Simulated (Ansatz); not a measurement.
An added F started as a split pair with a F atom in rocksalt LiF, 65 atoms, charge −1

Computed with DFT, PBEsol, PAW, plane waves (Ansatz 0.2.0).

Command:

```sh
ansatz run in.yaml --threads 7 --pin off --max-ram 13300MiB --runs-dir r --events-out ev --progress --plain
```

The input less its lattice and atoms:

```yaml
crystal:
  symmetry: { detect: false }
kpoints:
  mp_grid: { grid: [1, 1, 1], shift: [0.25, 0.25, 0.25] }
hamiltonian:
  xc: pbesol
total_charge: -1
scf:
  occupations: { method: fermi_dirac, width: 0.01 }
relax:
  f_tol: 0.03
  max_steps: 80
  escape_saddle: false
  adjacent_minimum: "off"
output:
  forces: true
  eigenvalues: true
  populations: true
  charged_corrections: { epsilon: 9 }
```

Start:

```
F Li
1.0
     8.01519    0.00000    0.00000
     0.00000    8.01519    0.00000
     0.00000    0.00000    8.01519
F Li
33 32
Direct
  0.25437 0.99857 0.00549
  0.24779 0.00205 0.50377
  0.25024 0.50073 0.99923
  0.19053 0.44292 0.49866
  0.75034 0.00039 0.99805
  0.75061 0.99993 0.50223
  0.75063 0.49611 0.00023
  0.74932 0.50350 0.49941
  0.99935 0.25022 0.00142
  0.99870 0.25025 0.50160
  0.00525 0.74763 0.99962
  0.99648 0.75331 0.49938
  0.49884 0.24971 0.00160
  0.50362 0.25052 0.49823
  0.49611 0.74965 0.00141
  0.49981 0.74954 0.49915
  0.00128 0.99772 0.24830
  0.00172 0.99957 0.75695
  0.99822 0.49712 0.24964
  0.99854 0.49712 0.75033
  0.49654 0.99414 0.25070
  0.50089 0.99843 0.75073
  0.49816 0.50146 0.24973
  0.50021 0.49760 0.74730
  0.24690 0.25093 0.24955
  0.25260 0.24895 0.75038
  0.24933 0.75010 0.24941
  0.25321 0.74897 0.74754
  0.74979 0.24734 0.24999
  0.74701 0.25132 0.75242
  0.75197 0.74689 0.24958
  0.75197 0.74574 0.75258
  0.30371 0.55106 0.50064
  0.00103 0.00046 0.99822
  0.00084 0.99982 0.49746
  0.00600 0.50443 0.99867
  0.99966 0.49644 0.49874
  0.50260 0.99917 0.99812
  0.50446 0.99647 0.50071
  0.50492 0.49653 0.99744
  0.50109 0.49852 0.50009
  0.24403 0.24919 0.00329
  0.24834 0.24885 0.49969
  0.25259 0.74888 0.00047
  0.25255 0.74689 0.50075
  0.75354 0.24843 0.99954
  0.75000 0.24839 0.49996
  0.74878 0.74996 0.99831
  0.74876 0.75153 0.50471
  0.24883 0.99858 0.25100
  0.25115 0.00184 0.74762
  0.24679 0.50114 0.25250
  0.25137 0.50115 0.74661
  0.74972 0.99965 0.24962
  0.74816 0.00517 0.74976
  0.75006 0.49430 0.25150
  0.75118 0.49741 0.74984
  0.00377 0.24743 0.25331
  0.99972 0.25106 0.75064
  0.00219 0.75007 0.24898
  0.99980 0.75321 0.75063
  0.49801 0.24726 0.24877
  0.50094 0.25027 0.74938
  0.49913 0.74465 0.25262
  0.49888 0.74809 0.75160
```

Steps:

```csv
step,energy less the first (eV),largest force component (eV/Å)
start,0.000,30.456
1,-10.456,7.433
2,-13.267,1.097
3,-14.213,0.176
4,-14.315,0.131
5,-14.421,0.155
6,-14.490,0.256
7,-14.546,0.007
8,-14.546,0.007
```

A structure on the way, about -13.27 eV from the start:

```xyz
65
Lattice="8.0152 0.0000 0.0000 0.0000 8.0152 0.0000 0.0000 0.0000 8.0152" Properties=species:S:1:pos:R:3 pbc="T T T"
F     2.0235    8.0088    0.0234
F     1.9890    0.0059    4.0269
F     2.0008    4.0086    8.0091
F     1.3017    3.3234    3.9817
F     6.0102    8.0139    8.0071
F     6.0128    8.0103    4.0250
F     6.0079    3.9866    0.0006
F     6.0081    4.0196    4.0048
F     8.0129    1.9929    0.0045
F     7.8082    1.8050    4.0217
F     0.0226    6.0016    8.0127
F     7.9997    6.0308    4.0098
F     4.0119    1.9926    0.0132
F     4.0281    2.0001    3.9973
F     3.9984    6.0096    0.0006
F     4.1882    6.1935    4.0037
F     0.0030    7.9983    1.9868
F     0.0051    8.0055    6.0614
F     7.9675    4.0042    1.9579
F     7.9706    4.0005    6.0545
F     3.9997    7.9960    2.0031
F     4.0208    8.0132    6.0236
F     4.0402    4.0021    1.9621
F     4.0524    3.9822    6.0450
F     1.9990    1.9614    1.9612
F     2.0294    1.9583    6.0530
F     1.9845    6.0399    1.9718
F     2.0083    6.0462    6.0416
F     6.0008    1.9809    1.9966
F     5.9885    2.0017    6.0332
F     6.0283    6.0052    1.9846
F     6.0270    5.9935    6.0376
F     2.6861    4.6554    4.0283
Li    0.0106    8.0138    8.0040
Li    8.0110    7.9699    3.9913
Li    0.0362    4.0356    8.0079
Li    7.8676    3.9412    3.9981
Li    4.0122    8.0081    8.0068
Li    4.0439    0.0187    4.0098
Li    4.0320    3.9795    8.0058
Li    4.1497    4.0322    4.0113
Li    1.9739    2.0004    0.0172
Li    1.9551    1.8713    4.0071
Li    2.0231    6.0020    0.0074
Li    2.0689    6.1244    4.0191
Li    6.0378    2.0012    0.0004
Li    5.9677    1.9788    4.0046
Li    6.0047    6.0033    8.0068
Li    6.0457    6.0217    4.0334
Li    2.0032    7.9977    1.9993
Li    2.0117    0.0105    5.9961
Li    1.9880    4.0092    2.1158
Li    2.0159    4.0149    5.8943
Li    6.0104    8.0108    2.0091
Li    6.0014    0.0304    6.0068
Li    6.0148    3.9775    2.0081
Li    6.0217    3.9920    6.0147
Li    0.0312    2.0005    2.0494
Li    0.0091    2.0195    5.9882
Li    0.0161    6.0026    2.0058
Li    0.0060    6.0211    6.0108
Li    3.9863    1.9980    2.0004
Li    4.0020    2.0159    6.0065
Li    3.9958    5.9710    2.0440
Li    3.9891    5.9905    5.9945
```

End:

```xyz
65
Lattice="8.0152 0.0000 0.0000 0.0000 8.0152 0.0000 0.0000 0.0000 8.0152" Properties=species:S:1:pos:R:3 pbc="T T T"
F     2.0070    8.0028    8.0116
F     2.0079    8.0116    4.0117
F     2.0078    4.0030    0.0050
F     1.3283    3.3238    3.3472
F     6.0140    8.0095    0.0028
F     6.0064    8.0018    4.0106
F     6.0073    4.0024    8.0115
F     6.0163    4.0033    4.0117
F     0.0064    2.0018    7.9894
F     7.8053    1.7856    4.1260
F     7.9898    6.0389    8.0127
F     0.0030    6.0065    4.0112
F     4.0435    1.9701    8.0126
F     4.0112    1.9985    4.0112
F     4.0065    6.0019    0.0275
F     4.1967    6.1916    3.9202
F     0.0073    7.9845    2.0104
F     7.9901    8.0019    6.0485
F     7.8148    4.1139    1.7989
F     0.0034    4.0036    6.0150
F     4.0430    8.0059    1.9776
F     4.0056    0.0159    6.0103
F     4.0107    4.0018    2.0073
F     4.1902    3.9153    6.1982
F     2.1187    1.7951    1.7990
F     2.0083    1.9988    6.0148
F     2.0064    6.0060    2.0073
F     1.9197    6.1856    6.1984
F     5.9890    2.0026    2.0103
F     6.0064    1.9703    6.0485
F     6.0105    6.0384    1.9775
F     6.0358    6.0010    6.0104
F     2.6183    4.6139    4.6113
Li    8.0147    0.0195    0.0273
Li    7.9737    7.9803    4.0129
Li    7.9777    4.0019    7.9904
Li    7.9291    4.0542    4.0633
Li    4.0140    7.9860    7.9947
Li    4.0514    0.0152    4.0071
Li    4.0481    4.0007    0.0241
Li    4.1062    3.9650    3.9712
Li    2.0065    1.9579    7.9904
Li    2.0591    1.9094    4.0630
Li    2.0053    6.0434    0.0243
Li    1.9687    6.1014    3.9711
Li    6.0393    1.9949    0.0273
Li    5.9848    1.9540    4.0129
Li    5.9905    6.0094    7.9947
Li    6.0354    6.0468    4.0072
Li    2.0083    7.9848    1.9621
Li    2.0039    0.0128    6.0563
Li    2.0507    4.0457    1.9276
Li    1.9747    3.9701    6.1030
Li    6.0390    0.0192    2.0029
Li    5.9905    7.9859    6.0182
Li    5.9893    4.0037    1.9620
Li    6.0326    3.9993    6.0563
Li    0.1861    2.1816    2.2007
Li    7.9703    1.9504    6.0025
Li    7.9715    5.9947    1.9572
Li    0.0164    6.0493    6.0608
Li    3.9995    1.9518    1.9573
Li    4.0538    2.0119    6.0605
Li    4.0549    6.0501    2.0201
Li    3.8419    5.8375    5.8390
```

Self-consistency was reached.

Time: 34 s of wall time on 7 threads of a Neoverse-V2 processor, on a host shared with other runs; peak host memory 1.1 GiB.

(1) How much energy did the relaxation gain, and which atom moved most?

The one k point has no symmetry partners, which can distort the end along one axis.

Results:

(1) 14.55 eV in 8 steps, from a start with small random displacements (neighbours that lie too close to an added atom are first pushed off); atom 4 (F) moved 0.72 Å, the median atom 0.05 Å (drift of the whole cell removed).
